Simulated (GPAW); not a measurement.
Runs of GPAW 26.7.0 on CdSe. Symmetry: F-43m, No. 216, cubic system. Conventional cell: a = 6.141 Å, b = 6.141 Å, c = 6.141 Å, α = 90.00°, β = 90.00°, γ = 90.00°. Around Cd (site symmetry -43m) lie 4 Se at 2.66 Å. Se (site symmetry -43m) is surrounded by 4 Cd at 2.66 Å. Measurements of this composition are mostly on another form, of space group No. 186.

| task | level | potentials or basis | cell | k mesh | cutoff (eV) | smearing | maxiter | response ecut | kernel | over volumes | N frequencies | grid spacing | other keys | mesh quality | gap on the mesh (eV) | pressure (GPa) | V0 of scaled cells (Å³/atom) | B0 (GPa) |
| --- | --- | --- | --- | --- | --- | --- | --- | --- | --- | --- | --- | --- | --- | --- | --- | --- | --- | --- |
| equation of state | PBE | GPAW PAW data sets (gpaw-data 1.2.1), pw | as given | 8 × 8 × 8 | 600 | fermi-dirac 0.05 eV | 150 | - | - | - | - | - | - | not flagged | - | - | 29.61 | 45 |
| single point | PBE | GPAW PAW data sets (gpaw-data 1.2.1), pw | atoms moved at random, drawn with an rms of 0.05 Å | 8 × 8 × 8 | 600 | fermi-dirac 0.05 eV | 150 | - | - | - | - | - | - | not flagged | 0.51 | 1.3 | - | - |
| Wannier functions | PBEsol | PAW data sets generated in the run's folder for this functional, pw | as given | 8 × 8 × 8 | 600 | fermi-dirac 0.05 eV | 150 | - | - | - | - | - | - | not flagged | (c) | (a) | - | - |
| single point | PBE | GPAW PAW data sets (gpaw-data 1.2.1), pw | as given | 8 × 8 × 8 | 600 | fermi-dirac 0.05 eV | 150 | - | - | - | - | - | - | not flagged | 0.54 | 1.1 | - | - |
| phonons | RPBE+D4 | the program's PAW data sets (release 1.2.1) made for this functional, fd | atoms relaxed | 8 × 8 × 8 | - | fermi-dirac 0.05 eV | 150 | - | - | - | - | 0.16 Å | - | not flagged | 0.72 | - | - | - |
| single point | PBE | GPAW PAW data sets (gpaw-data 1.2.1), pw | as given | 6 × 6 × 6 | 450 | fermi-dirac 0.01 eV | 150 | - | - | - | - | - | - | not flagged | 0.54 | 0.3 | - | - |
| equation of state | PBE | GPAW PAW data sets (gpaw-data 1.2.1), lcao:dzp | as given | 6 × 6 × 6 | - | fermi-dirac 0.05 eV | 150 | - | - | - | - | 0.18 Å | - | not flagged | - | - | 29.46 | 45 |
| electron localisation function | PW91 | PAW data sets generated in the run's folder for this functional, pw | as given | 5 × 5 × 5 | 510 | fermi-dirac 0.01 eV | 150 | - | - | - | - | - | - | coarse | 0.50 | (b) | - | - |
| Born charges | PW91 | PAW data sets generated in the run's folder for this functional, pw | relaxed | 5 × 5 × 5 | 510 | fermi-dirac 0.01 eV | 75 | - | - | - | - | - | several, not listed | coarse | 0.47 | 0.0 | - | - |

Alike in all rows: no spin polarisation.

Task: Fill in the values left out.

Result: (a) -1.6; (b) 0.7; (c) 0.42.

Caveats: the cutoff is short for stress and forces, so pressures can be off by a GPa or more (some runs); the LO-TO splitting is left out (some runs); the basis of atomic orbitals isn't converged, which shifts pressures, moduli and gaps (some runs).

A k mesh can miss the band edges, and the runs leave out spin-orbit coupling on Cd, Se.
